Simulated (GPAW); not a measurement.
The system is SiC (Moissanite).

```
Si C
1.0
     3.07600    0.00000    0.00000
    -1.53800    2.66389    0.00000
     0.00000    0.00000    5.04800
Si C
2 2
Direct
  0.66667 0.33333 0.50000
  0.33333 0.66667 0.00000
  0.66667 0.33333 0.88500
  0.33333 0.66667 0.38500
```

Base run:

```yaml
Program: GPAW 26.7.0
Functional: MS2
Potentials_or_basis: GPAW PAW data sets (gpaw-data 1.2.1)
Cutoff: 800 eV
Basis: pw
k_mesh: 7 × 7 × 4
Occupations: fermi-dirac, width 0.05 eV
Spin: no spin polarisation
```

Its results: pressure 1.4 GPa; largest force 0.817 eV/Å.

Q: The run is repeated on the same cell with these changes: functional from MS2 to SCAN. What comes out?

A: Pressure 0.7 GPa; largest force 0.778 eV/Å.

Caveats: the PAW data sets were made with another functional, which shifts forces and pressure a little.
